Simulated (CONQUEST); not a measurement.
Runs of CONQUEST 1.3 on PbSe (Clausthalite). It takes space group Fm-3m (No. 225, cubic). Conventional cell: a = 6.121 Å, b = 6.121 Å, c = 6.121 Å, α = 90.00°, β = 90.00°, γ = 90.00°. Around Pb (site symmetry m-3m) lie 6 Se at 3.06 Å. Around Se (site symmetry m-3m) lie 6 Pb at 3.06 Å. 

```csv
task,level,potentials or basis,cell,k mesh,smearing,SCF tolerance,ensemble,temperature,max steps of the ions,mesh quality,gap on the mesh (eV),pressure (GPa),V0 of scaled cells (Å³/atom),B0 (GPa),largest force (eV/Å)
equation of state,LDA,"PseudoDojo NC LDA, DZP, grid of 48 × 48 × 60 points",as given,6 × 6 × 5,fermi-dirac 0.05 eV,1e-06,-,-,-,not flagged,-,-,(a),59,-
single point,PBEsol,"PseudoDojo NC PBEsol, DZ, grid cutoff 120 Ha","atoms moved at random, drawn with an rms of 0.05 Å",5 × 5 × 3,fermi-dirac 0.027 eV,1e-06,-,-,-,not flagged,1.35,1.1,-,-,0.05
equation of state,PBEsol,"PseudoDojo NC PBEsol, DZP, grid of 48 × 48 × 60 points",as given,6 × 6 × 5,fermi-dirac 0.05 eV,1e-06,-,-,-,not flagged,-,-,28.66,55,-
single point,WC,"PseudoDojo NC PBEsol, DZP, grid cutoff 120 Ha","atoms moved at random, drawn with an rms of 0.1 Å",5 × 5 × 3,fermi-dirac 0.027 eV,1e-06,-,-,-,not flagged,1.34,0.0,-,-,0.14
```

Alike in all rows: no spin polarisation.

Question: Estimate the missing entries.

Answer: (a) 27.86.

Caveats: the basis of atomic orbitals isn't converged, which shifts pressures, moduli and gaps; the DZP basis gives volumes some 2 % larger than converged bases do, and moduli off by several per cent (some runs); spin-orbit coupling is left out, which as a rule narrows the gap of such compounds by several tenths of an eV (some runs); an odd mesh through Γ misses points on the zone boundary, where band edges often lie (some runs); the atomic basis is small (some runs); the box holds several primitive cells, so bands are folded and the points are those of the box's own zone (some runs); the potentials were made for another functional, which shifts forces and pressure (some runs).

A k mesh can miss the band edges, and the runs leave out spin-orbit coupling on Pb, Se.

Runs at the PBE level aren't shown here.
